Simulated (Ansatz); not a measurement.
# MgO under changes of volume

One of the cells (10.016 Å³/atom); the others are scaled copies at fixed shape and fractional positions:

```
Mg O
1.0
     2.93802    0.00000    0.00000
    -1.46901    2.54440    0.00000
     0.00000    0.00000    2.67968
Mg O
1 1
Cartesian
  0.0000 0.0000 0.0000
  0.0000 1.6963 1.3398
```

Measurements of this composition are mostly on another form, of space group No. 225.

```yaml
Program: Ansatz 0.2.0
Functional: HSE06
Potentials_or_basis: Ansatz PAW
Cutoff: "420 eV (not typed: the program's choice for these potentials)"
k_mesh: 6 × 6 × 6
Occupations: fermi-dirac, width 0.05 eV
Spin: no spin polarisation
```

| volume (Å³/atom) | energy over the lowest point (meV/atom) | pressure (GPa) | gap on the mesh (eV) |
| --- | --- | --- | --- |
| 9.415 | 2.34 | 3.6 | 5.13 |
| 9.615 | 0.00 | 0.2 | 4.95 |
| 9.816 | 1.65 | -2.9 | 4.77 |
| 10.016 | 7.10 | -5.7 | 4.60 |
| 10.216 | ? | ? | ? |
| 10.417 | 27.48 | -10.5 | 4.27 |
| 10.617 | 41.84 | -12.5 | 4.12 |

Question: What does the run at 10.216 Å³/atom give?

Answer: Energy over the lowest point 15.80 meV/atom; pressure -8.2 GPa; gap on the mesh 4.43 eV.

Worked out: A Birch-Murnaghan fit of order 3 (a polynomial in V^(-2/3)) to the other rows has its minimum at 9.63 Å³/atom with B0 = V·E''(V) = 156 GPa and B' = 4.1 at fixed shape and positions, which overstates the stiffness. It gives 15.76 meV/atom at 10.216 Å³/atom, against the run's 15.80, and -dE/dV = -8.2 GPa, against -8.2. A straight line through the other rows of the gap, of slope -8.42 eV per unit of ln V, gives 4.44 eV, against the run's 4.43.

Energies are extrapolated to zero smearing.

Caveats: some runs use coarse meshes; the PAW data sets come from PBE, with cores solved anew for the run's functional, which leaves a small shift of forces and pressure; the thresholds are loose for stress.

A mesh can miss the band edges.
